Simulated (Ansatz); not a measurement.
# AlN: a line through an energy map

One line of a two-coordinate grid on AlN (P6_3/mmc, No. 194; 4 atoms in the cell): volume per atom is varied, at c/a of the conventional cell = 1.359.

Method: DFT PBEsol, scalar-relativistic, plane waves, PAW, unless a step's input says otherwise, in Ansatz 0.2.0.

71 further runs of the same task are left out: 71 set aside as unsound or not needed.

## 1. The structure to begin with

It takes space group P6_3/mmc (No. 194, hexagonal). Conventional cell: a = 3.302 Å, b = 3.302 Å, c = 4.141 Å, α = 90.00°, β = 90.00°, γ = 120.00°. Al (site symmetry -6m2) has 5 N at 1.91 to 2.07 Å as nearest neighbours. N (site symmetry -6m2) is surrounded by 5 Al at 1.91 to 2.07 Å.

Structure file:

```
CELL_PARAMETERS angstrom
3.30158 0.00000 0.00000
-1.65079 2.85925 0.00000
0.00000 0.00000 4.14122
ATOMIC_POSITIONS crystal
Al 0.33333 0.66667 0.75000
Al 0.66667 0.33333 0.25000
N 0.33333 0.66667 0.25000
N 0.66667 0.33333 0.75000
```

It goes back to an entry of the Materials Project, which need not be the stable form.

This cell was relaxed beforehand with the same method: volume 9.77 Å³/atom, gap on the mesh 3.32 eV.

## 2. The scan

The energy is mapped over volume and the cell's shape.

First coordinate, volume per atom: 11 values from 8.601 to 10.946 Å³. Second coordinate, c/a of the conventional cell: 11 values from 1.158 to 1.359.

Nothing else is relaxed (symmetry fixes all fractional coordinates). Energies count from the relaxed crystal. Points are written as (first, second).

## 3. Grid point (8.601 Å³, 1.359)

Contents of input.yaml:

```yaml
crystal:
  lattice:
    - [3.0804886775, 0.0, 0.0]
    - [-1.5402443388, 2.6677814507, 0.0]
    - [0.0, 0.0, 4.1863841127]
  atoms:
    - { symbol: Al, position: [0.3333333333, 0.6666666667, 0.75] }
    - { symbol: Al, position: [0.6666666667, 0.3333333333, 0.25] }
    - { symbol: "N", position: [0.3333333333, 0.6666666667, 0.25] }
    - { symbol: "N", position: [0.6666666667, 0.3333333333, 0.75] }
basis:
  ecutwfc: 520.0
kpoints:
  mp_grid: { grid: [9, 9, 6] }
hamiltonian:
  xc: pbesol
scf:
  occupations: { method: gaussian, width: 0.05 }
output:
  forces: true
  stress: true
  eigenvalues: true
```

Started as:

```bash
> ansatz run input.yaml --threads 1 --pin off --max-ram 2048MiB --backend cpu --events-out ev --progress --plain --runs-dir out
```

What it wrote (excerpt; [...] marks lines left out):

```text
Warning: RAYON_NUM_THREADS=1 ignored (pool sized by the plan → 1); use --threads N
[...]
Pseudopotentials: kind: paw
Pseudopotential: Al, paw, valence charge 3, recommended cutoff 420 eV (normal), Al.paw.azcp
Pseudopotential: N, paw, valence charge 5, recommended cutoff 420 eV (normal), N.paw.azcp
Functional definition: PBEsol
[...]
Crystal: 4 atoms, lattice volume = 34.404 Å³
Basis set: ecut = 520 eV, 915 PW (Γ), exchange–correlation on 48×48×64 points (8 copies of the dense FFT grid, shifted against one another)
Bands: 12, of which v1, the nominal top of the filled ones, is band 8 counted from 1 (7 counted from 0)
Symmetry: 24 space group operations
Space group: P63/mmc (ITA 194), of the structure as read, at distance tolerance 3.3e-5 Å
k-points: 48 of 486
[...]
SCF iter   1: F=—  HF=-1810.856667 eV  |F-HF|=—  |Δ(HF+E_count)|=         —  Δρ=7.92e-3  dr2=2.10e-2  ethr=1.77e-3  ⟨swp⟩=5.9  Hψ=3861  notcnv=0
[...]
SCF iter   6: F=-1810.850519 eV  HF=-1810.850519 eV  |F-HF|=1.27e-11  |Δ(HF+E_count)|=   1.78e-9  Δρ=3.39e-7  dr2=1.35e-11  ethr=1.14e-11  ⟨swp⟩=1.4  Hψ=1848  notcnv=0
[...]
SCF converged after 6 iterations
Free energy (F): -1810.850519 eV
[...]
E sigma→0 (E₀):  -1810.850519 eV
Fermi energy:    13.110255 eV
[...]
--- Forces (eV/Å), atoms counted from 1 ---
  atom   1  Al    -0.00000000    -0.00000000     0.00000000
  atom   2  Al     0.00000000     0.00000000    -0.00000000
  atom   3  N      0.00000000    -0.00000000    -0.00000000
  atom   4  N     -0.00000000     0.00000000     0.00000000
[...]
--- Stress (GPa, compression-positive) ---
       53.222791      -0.000000       0.000000
        0.000000      53.222791      -0.000000
        0.000000      -0.000000      16.379944
  P = ⅓ Tr σ = 40.9418 GPa (409.418 kbar)
--- Band table (eV; the first three rows and the last of 48) ---
  k-point 0: bands = ["-7.1026", "-3.1478", "2.7978", "7.3534", "7.3534", "8.7777", "8.7777", "11.0183", "15.2022", "16.7895", "20.2905", "20.2905"]
[...]
```

Wall time 0.62 s (1 thread of AMD EPYC 9R45 (Zen 5), shared host); peak memory 0.37 GiB.

That is 178 meV/atom from the zero.

## 4. The run at (8.835 Å³, 1.359)

Edit input.yaml of step 3 so:

```diff
@@ -2,5 +2,5 @@
   lattice:
-    - [3.0804886775, 0.0, 0.0]
-    - [-1.5402443388, 2.6677814507, 0.0]
-    - [0.0, 0.0, 4.1863841127]
+    - [3.1081751619, 0.0, 0.0]
+    - [-1.554087581, 2.6917586496, 0.0]
+    - [0.0, 0.0, 4.224010045]
   atoms:
```

Started as:

```bash
> ansatz run input.yaml --threads 1 --pin off --max-ram 2048MiB --backend cpu --events-out ev --progress --plain --runs-dir out
```

What it wrote (excerpt; [...] marks lines left out):

```text
Warning: RAYON_NUM_THREADS=1 ignored (pool sized by the plan → 1); use --threads N
[...]
Pseudopotentials: kind: paw
Pseudopotential: Al, paw, valence charge 3, recommended cutoff 420 eV (normal), Al.paw.azcp
Pseudopotential: N, paw, valence charge 5, recommended cutoff 420 eV (normal), N.paw.azcp
Functional definition: PBEsol
[...]
Crystal: 4 atoms, lattice volume = 35.340 Å³
Basis set: ecut = 520 eV, 945 PW (Γ), exchange–correlation on 48×48×64 points (8 copies of the dense FFT grid, shifted against one another)
Bands: 12, of which v1, the nominal top of the filled ones, is band 8 counted from 1 (7 counted from 0)
Symmetry: 24 space group operations
Space group: P63/mmc (ITA 194), of the structure as read, at distance tolerance 3.3e-5 Å
k-points: 48 of 486
[...]
SCF iter   1: F=—  HF=-1811.068777 eV  |F-HF|=—  |Δ(HF+E_count)|=         —  Δρ=7.91e-3  dr2=2.18e-2  ethr=1.77e-3  ⟨swp⟩=5.8  Hψ=3851  notcnv=0
[...]
SCF iter   6: F=-1811.062442 eV  HF=-1811.062442 eV  |F-HF|=2.36e-11  |Δ(HF+E_count)|=   1.56e-9  Δρ=4.25e-7  dr2=1.87e-11  ethr=1.18e-11  ⟨swp⟩=1.4  Hψ=1866  notcnv=0
[...]
SCF converged after 6 iterations
Free energy (F): -1811.062442 eV
[...]
E sigma→0 (E₀):  -1811.062442 eV
Fermi energy:    12.631819 eV
[...]
--- Forces (eV/Å), atoms counted from 1 ---
  atom   1  Al     0.00000000     0.00000000     0.00000000
  atom   2  Al    -0.00000000     0.00000000     0.00000000
  atom   3  N      0.00000000     0.00000000     0.00000000
  atom   4  N     -0.00000000    -0.00000000     0.00000000
[...]
--- Stress (GPa, compression-positive) ---
       42.344705      -0.000000       0.000000
       -0.000000      42.344705       0.000000
        0.000000       0.000000      10.680185
  P = ⅓ Tr σ = 31.7899 GPa (317.899 kbar)
--- Band table (eV; the first three rows and the last of 48) ---
  k-point 0: bands = ["-7.2449", "-3.4257", "2.6167", "7.0578", "7.0578", "8.4621", "8.4621", "10.6491", "14.6145", "16.1818", "19.7515", "19.7515"]
[...]
```

Wall time 0.6 s (1 thread of AMD EPYC 9R45 (Zen 5), shared host); peak memory 0.37 GiB.

On the map this point reads 125 meV/atom.

## 5. Point (9.070 Å³, 1.359)

Edit input.yaml of step 4 so:

```diff
@@ -2,5 +2,5 @@
   lattice:
-    - [3.1081751619, 0.0, 0.0]
-    - [-1.554087581, 2.6917586496, 0.0]
-    - [0.0, 0.0, 4.224010045]
+    - [3.1354922379, 0.0, 0.0]
+    - [-1.567746119, 2.7154159314, 0.0]
+    - [0.0, 0.0, 4.2611339513]
   atoms:
```

Started as:

```bash
> ansatz run input.yaml --threads 1 --pin off --max-ram 2048MiB --backend cpu --events-out ev --progress --plain --runs-dir out
```

What it wrote (excerpt; [...] marks lines left out):

```text
Warning: RAYON_NUM_THREADS=1 ignored (pool sized by the plan → 1); use --threads N
[...]
Pseudopotentials: kind: paw
Pseudopotential: Al, paw, valence charge 3, recommended cutoff 420 eV (normal), Al.paw.azcp
Pseudopotential: N, paw, valence charge 5, recommended cutoff 420 eV (normal), N.paw.azcp
Functional definition: PBEsol
[...]
Crystal: 4 atoms, lattice volume = 36.280 Å³
Basis set: ecut = 520 eV, 957 PW (Γ), exchange–correlation on 48×48×64 points (8 copies of the dense FFT grid, shifted against one another)
Bands: 12, of which v1, the nominal top of the filled ones, is band 8 counted from 1 (7 counted from 0)
Symmetry: 24 space group operations
Space group: P63/mmc (ITA 194), of the structure as read, at distance tolerance 3.3e-5 Å
k-points: 48 of 486
[...]
SCF iter   1: F=—  HF=-1811.231018 eV  |F-HF|=—  |Δ(HF+E_count)|=         —  Δρ=7.90e-3  dr2=2.26e-2  ethr=1.77e-3  ⟨swp⟩=5.8  Hψ=3856  notcnv=0
[...]
SCF iter   6: F=-1811.224517 eV  HF=-1811.224517 eV  |F-HF|=3.32e-11  |Δ(HF+E_count)|=   1.73e-9  Δρ=4.67e-7  dr2=2.10e-11  ethr=1.33e-11  ⟨swp⟩=1.1  Hψ=1845  notcnv=0
[...]
SCF converged after 6 iterations
Free energy (F): -1811.224517 eV
[...]
E sigma→0 (E₀):  -1811.224517 eV
Fermi energy:    12.172367 eV
[...]
--- Forces (eV/Å), atoms counted from 1 ---
  atom   1  Al     0.00000000    -0.00000000     0.00000000
  atom   2  Al    -0.00000000     0.00000000     0.00000000
  atom   3  N      0.00000000     0.00000000     0.00000000
  atom   4  N      0.00000000    -0.00000000     0.00000000
[...]
--- Stress (GPa, compression-positive) ---
       32.615760      -0.000000       0.000000
       -0.000000      32.615760       0.000000
        0.000000       0.000000       5.625477
  P = ⅓ Tr σ = 23.6190 GPa (236.190 kbar)
--- Band table (eV; the first three rows and the last of 48) ---
  k-point 0: bands = ["-7.3801", "-3.6907", "2.4446", "6.7756", "6.7756", "8.1599", "8.1599", "10.2961", "14.0486", "15.5984", "19.2360", "19.2360"]
[...]
```

It took 0.57 s on 1 thread of AMD EPYC 9R45 (Zen 5), shared host; peak memory 0.37 GiB.

Energy on the map's scale: 84 meV/atom.

## 6. Point (9.304 Å³, 1.359)

Edit input.yaml of step 5 so:

```diff
@@ -2,5 +2,5 @@
   lattice:
-    - [3.1354922379, 0.0, 0.0]
-    - [-1.567746119, 2.7154159314, 0.0]
-    - [0.0, 0.0, 4.2611339513]
+    - [3.1622281582, 0.0, 0.0]
+    - [-1.5811140791, 2.7385699175, 0.0]
+    - [0.0, 0.0, 4.2974680669]
   atoms:
```

Started as:

```bash
> ansatz run input.yaml --threads 1 --pin off --max-ram 2048MiB --backend cpu --events-out ev --progress --plain --runs-dir out
```

What it wrote (excerpt; [...] marks lines left out):

```text
[...]
SCF converged after 6 iterations
Free energy (F): -1811.340944 eV
[...]
E sigma→0 (E₀):  -1811.340944 eV
Fermi energy:    11.734448 eV
[...]
--- Forces (eV/Å), atoms counted from 1 ---
  atom   1  Al     0.00000000    -0.00000000    -0.00000000
  atom   2  Al     0.00000000     0.00000000     0.00000000
  atom   3  N     -0.00000000     0.00000000     0.00000000
  atom   4  N      0.00000000    -0.00000000    -0.00000000
[...]
--- Stress (GPa, compression-positive) ---
       23.981297       0.000000      -0.000000
       -0.000000      23.981297      -0.000000
       -0.000000      -0.000000       1.177266
  P = ⅓ Tr σ = 16.3800 GPa (163.800 kbar)
--- Band table (eV; the first three rows and the last of 48) ---
  k-point 0: bands = ["-7.5076", "-3.9418", "2.2822", "6.5081", "6.5081", "7.8727", "7.8727", "9.9611", "13.5078", "15.0425", "18.7463", "18.7463"]
[...]
```

It took 0.56 s on 1 thread of AMD EPYC 9R45 (Zen 5), shared host; peak memory 0.38 GiB.

That is 55 meV/atom from the zero.

## 7. Variant: symmetry.detect false, mp_grid.grid [11, 11, 8], xc rpbe, ecutwfc left out

Edit input.yaml of step 6 so:

```diff
@@ -10,8 +10,7 @@
     - { symbol: "N", position: [0.6666666667, 0.3333333333, 0.75] }
-basis:
-  ecutwfc: 520.0
+  symmetry: { detect: false }
 kpoints:
-  mp_grid: { grid: [9, 9, 6] }
+  mp_grid: { grid: [11, 11, 8] }
 hamiltonian:
-  xc: pbesol
+  xc: rpbe
 scf:
@@ -20,3 +19,3 @@
   forces: true
+  eigenvalues: true
   stress: true
-  eigenvalues: true
```

Started as:

```bash
> ansatz run input.yaml --threads 1 --pin off --max-ram 2048MiB --backend cpu --events-out ev --progress --plain --runs-dir out
```

What it wrote (excerpt; [...] marks lines left out):

```text
Warning: RAYON_NUM_THREADS=1 ignored (pool sized by the plan → 1); use --threads N
[...]
Pseudopotentials: kind: paw
Pseudopotential: Al, paw, valence charge 3, recommended cutoff 420 eV (normal), Al.paw.azcp
Pseudopotential: N, paw, valence charge 5, recommended cutoff 420 eV (normal), N.paw.azcp
Functional definition: RPBE
[...]
Crystal: 4 atoms, lattice volume = 37.216 Å³
Basis set: ecut = 420 eV, 723 PW (Γ), exchange–correlation on 48×48×60 points (8 copies of the dense FFT grid, shifted against one another)
Bands: 12, of which v1, the nominal top of the filled ones, is band 8 counted from 1 (7 counted from 0)
Symmetry: 1 space group operations
k-points: 485 of 968 (time reversal used)
[...]
SCF iter   1: F=—  HF=-1856.430607 eV  |F-HF|=—  |Δ(HF+E_count)|=         —  Δρ=4.04e-3  dr2=5.78e-3  ethr=1.77e-3  ⟨swp⟩=5.8  Hψ=38782  notcnv=0
[...]
SCF iter   6: F=-1856.429251 eV  HF=-1856.429251 eV  |F-HF|=7.24e-10  |Δ(HF+E_count)|=   7.28e-7  Δρ=1.02e-5  dr2=2.29e-8  ethr=6.25e-10  ⟨swp⟩=5.1  Hψ=30009  notcnv=0
[...]
SCF converged after 6 iterations
Free energy (F): -1856.429251 eV
[...]
E sigma→0 (E₀):  -1856.429251 eV
Fermi energy:    12.014061 eV
[...]
--- Forces (eV/Å), atoms counted from 1 ---
  atom   1  Al    -0.00000002    -0.00004588     0.00000081
  atom   2  Al     0.00000003     0.00004592    -0.00000079
  atom   3  N     -0.00000003    -0.00004341    -0.00000118
  atom   4  N      0.00000007     0.00004340     0.00000115
[...]
--- Stress (GPa, compression-positive) ---
       32.678536      -0.000000       0.000001
       -0.000000      32.678882      -0.000000
        0.000001      -0.000000       9.254154
  P = ⅓ Tr σ = 24.8705 GPa (248.705 kbar)
--- Band table (eV; the first three rows and the last of 485) ---
  k-point 0: bands = ["-7.3486", "-3.8689", "2.5795", "6.7398", "6.7398", "8.0952", "8.0952", "10.1797", "13.8484", "15.4652", "19.1932", "19.1932"]
[...]
```

It took 6.1 s on 1 thread of AMD EPYC 9R45 (Zen 5), shared host; peak memory 0.58 GiB.

| run | ending | energy change | pressure (GPa) | gap (eV) | force (eV/Å) | cycles | time |
| --- | --- | --- | --- | --- | --- | --- | --- |
| step 6 | converged | - | 16.4 | 3.55 | 0.00 | 6 | 0.56 s |
| variant | converged | not comparable | 24.9 | 3.67 | 0.00 | 6 | 6.1 s |

A change of functional puts the total energy on another scale; the pressure goes from 16.4 to 24.9 GPa and the gap on the mesh goes from 3.55 to 3.67 eV. The k-point mesh and cutoff changed too.

## 8. Point (9.539 Å³, 1.359)

Edit input.yaml of step 6 so:

```diff
@@ -2,5 +2,5 @@
   lattice:
-    - [3.1622281582, 0.0, 0.0]
-    - [-1.5811140791, 2.7385699175, 0.0]
-    - [0.0, 0.0, 4.2974680669]
+    - [3.1886309013, 0.0, 0.0]
+    - [-1.5943154507, 2.7614353638, 0.0]
+    - [0.0, 0.0, 4.3333493948]
   atoms:
```

Started as:

```bash
> ansatz run input.yaml --threads 1 --pin off --max-ram 2048MiB --backend cpu --events-out ev --progress --plain --runs-dir out
```

What it wrote (excerpt; [...] marks lines left out):

```text
[...]
SCF converged after 6 iterations
Free energy (F): -1811.417689 eV
[...]
E sigma→0 (E₀):  -1811.417689 eV
Fermi energy:    11.313068 eV
[...]
--- Forces (eV/Å), atoms counted from 1 ---
  atom   1  Al     0.00000000    -0.00000000     0.00000000
  atom   2  Al    -0.00000000     0.00000000    -0.00000000
  atom   3  N     -0.00000000     0.00000000    -0.00000000
  atom   4  N      0.00000000    -0.00000000     0.00000000
[...]
--- Stress (GPa, compression-positive) ---
       16.245837       0.000000       0.000000
        0.000000      16.245837      -0.000000
        0.000000      -0.000000      -2.772935
  P = ⅓ Tr σ = 9.9062 GPa (99.062 kbar)
--- Band table (eV; the first three rows and the last of 48) ---
  k-point 0: bands = ["-7.6291", "-4.1820", "2.1275", "6.2521", "6.2521", "7.5972", "7.5972", "9.6399", "12.9862", "14.5077", "18.2768", "18.2768"]
[...]
```

It took 0.7 s on 1 thread of AMD EPYC 9R45 (Zen 5), shared host; peak memory 0.37 GiB.

On the map this point reads 36 meV/atom.

## 9. Variant: occupations.width 0.005, preconditioner local_kerker

Edit input.yaml of step 8 so:

```diff
@@ -17,6 +17,7 @@
 scf:
-  occupations: { method: gaussian, width: 0.05 }
+  occupations: { method: gaussian, width: 0.005 }
+  mixing: { preconditioner: local_kerker }
 output:
   forces: true
+  eigenvalues: true
   stress: true
-  eigenvalues: true
```

Started as:

```bash
> ansatz run input.yaml --threads 1 --pin off --max-ram 2048MiB --backend cpu --events-out ev --progress --plain --runs-dir out
```

What it wrote (excerpt; [...] marks lines left out):

```text
Warning: RAYON_NUM_THREADS=1 ignored (pool sized by the plan → 1); use --threads N
[...]
Pseudopotentials: kind: paw
Pseudopotential: Al, paw, valence charge 3, recommended cutoff 420 eV (normal), Al.paw.azcp
Pseudopotential: N, paw, valence charge 5, recommended cutoff 420 eV (normal), N.paw.azcp
Functional definition: PBEsol
[...]
Crystal: 4 atoms, lattice volume = 38.156 Å³
Basis set: ecut = 520 eV, 995 PW (Γ), exchange–correlation on 48×48×72 points (8 copies of the dense FFT grid, shifted against one another)
Bands: 12, of which v1, the nominal top of the filled ones, is band 8 counted from 1 (7 counted from 0)
Symmetry: 24 space group operations
Space group: P63/mmc (ITA 194), of the structure as read, at distance tolerance 3.4e-5 Å
k-points: 48 of 486
[...]
SCF iter   1: F=—  HF=-1811.424657 eV  |F-HF|=—  |Δ(HF+E_count)|=         —  Δρ=7.90e-3  dr2=2.43e-2  ethr=1.77e-3  ⟨swp⟩=6.3  Hψ=3967  notcnv=0
[...]
SCF iter   6: F=-1811.417689 eV  HF=-1811.417689 eV  |F-HF|=3.12e-11  |Δ(HF+E_count)|=   2.90e-9  Δρ=9.70e-7  dr2=3.06e-10  ethr=8.29e-11  ⟨swp⟩=1.4  Hψ=1728  notcnv=0
[...]
SCF converged after 6 iterations
Free energy (F): -1811.417689 eV
[...]
E sigma→0 (E₀):  -1811.417689 eV
Fermi energy:    11.313069 eV
[...]
--- Forces (eV/Å), atoms counted from 1 ---
  atom   1  Al     0.00000000    -0.00000000     0.00000000
  atom   2  Al    -0.00000000     0.00000000    -0.00000000
  atom   3  N     -0.00000000     0.00000000    -0.00000000
  atom   4  N      0.00000000    -0.00000000     0.00000000
[...]
--- Stress (GPa, compression-positive) ---
       16.245793       0.000000       0.000000
        0.000000      16.245793      -0.000000
        0.000000      -0.000000      -2.772903
  P = ⅓ Tr σ = 9.9062 GPa (99.062 kbar)
--- Band table (eV; the first three rows and the last of 48) ---
  k-point 0: bands = ["-7.6291", "-4.1820", "2.1275", "6.2521", "6.2521", "7.5972", "7.5972", "9.6399", "12.9862", "14.5077", "18.2768", "18.2768"]
[...]
```

Wall time 0.63 s (1 thread of AMD EPYC 9R45 (Zen 5), shared host); peak memory 0.34 GiB.

| run | ending | energy change | pressure (GPa) | gap (eV) | force (eV/Å) | cycles | time |
| --- | --- | --- | --- | --- | --- | --- | --- |
| step 8 | converged | 0 | 9.9 | 3.35 | 0.00 | 6 | 0.7 s |
| variant | converged | 0.0 meV/atom (σ→0) | 9.9 | 3.35 | 0.00 | 6 | 0.63 s |

The changed input (smearing and mixing) leaves the energy the same to the digits printed.

## 10. Grid point (9.773 Å³, 1.359)

Edit input.yaml of step 8 so:

```diff
@@ -2,5 +2,5 @@
   lattice:
-    - [3.1886309013, 0.0, 0.0]
-    - [-1.5943154507, 2.7614353638, 0.0]
-    - [0.0, 0.0, 4.3333493948]
+    - [3.2145276865, 0.0, 0.0]
+    - [-1.6072638433, 2.7838626377, 0.0]
+    - [0.0, 0.0, 4.368543126]
   atoms:
```

Started as:

```bash
> ansatz run input.yaml --threads 1 --pin off --max-ram 2048MiB --backend cpu --events-out ev --progress --plain --runs-dir out
```

What it wrote (excerpt; [...] marks lines left out):

```text
[...]
SCF converged after 6 iterations
Free energy (F): -1811.458495 eV
[...]
E sigma→0 (E₀):  -1811.458495 eV
Fermi energy:    10.910164 eV
[...]
--- Forces (eV/Å), atoms counted from 1 ---
  atom   1  Al    -0.00000000     0.00000000     0.00000000
  atom   2  Al    -0.00000000    -0.00000000    -0.00000000
  atom   3  N      0.00000000    -0.00000000    -0.00000000
  atom   4  N      0.00000000     0.00000000     0.00000000
[...]
--- Stress (GPa, compression-positive) ---
        9.362745      -0.000000       0.000000
       -0.000000       9.362745      -0.000000
        0.000000      -0.000000      -6.256493
  P = ⅓ Tr σ = 4.1563 GPa (41.563 kbar)
--- Band table (eV; the first three rows and the last of 48) ---
  k-point 0: bands = ["-7.7444", "-4.4104", "1.9809", "6.0086", "6.0086", "7.3344", "7.3344", "9.3339", "12.4864", "13.9964", "17.8291", "17.8291"]
[...]
```

It took 0.65 s on 1 thread of AMD EPYC 9R45 (Zen 5), shared host; peak memory 0.37 GiB.

That is 26 meV/atom from the zero.

[end of part 1 of 2]
